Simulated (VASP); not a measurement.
The system is Bi, a slab with vacuum.

```
Bi
1.0
     4.31490    0.00000    0.00000
    -2.15745    3.73681    0.00000
     0.00000    0.00000   27.05307
Bi
2
Direct
  0.33333 0.66667 0.31274
  0.66667 0.33333 0.37577
```

The cell was built by a generator and needn't be a form met in nature.

Base run:

| Item | Value |
| --- | --- |
| Program | VASP 6.6.1 |
| Functional | r2SCAN |
| Potentials or basis | VASP PAW PBE potentials, release 64 (Bi_d) |
| Cutoff | 520 eV |
| k mesh | 6 × 6 × 1 |
| Occupations | gaussian, width 0.01 eV |
| Spin | no spin polarisation |

Its results: band gap on the k mesh 0.86 eV, direct; largest force 0.021 eV/Å.

Task: The run is repeated on the same cell with these changes: functional from r2SCAN to PBE. What comes out?

Result: Band gap on the k mesh 0.58 eV, direct; largest force 0.239 eV/Å.

r2SCAN gives the wider gap, since meta-GGAs in the generalised Kohn-Sham scheme recover part of the derivative discontinuity.

Caveats: spin-orbit coupling is left out, which as a rule narrows the gap of such compounds by several tenths of an eV; the PAW data sets were made with another functional, which shifts forces and pressure a little (some runs).

A k mesh can miss the band edges.
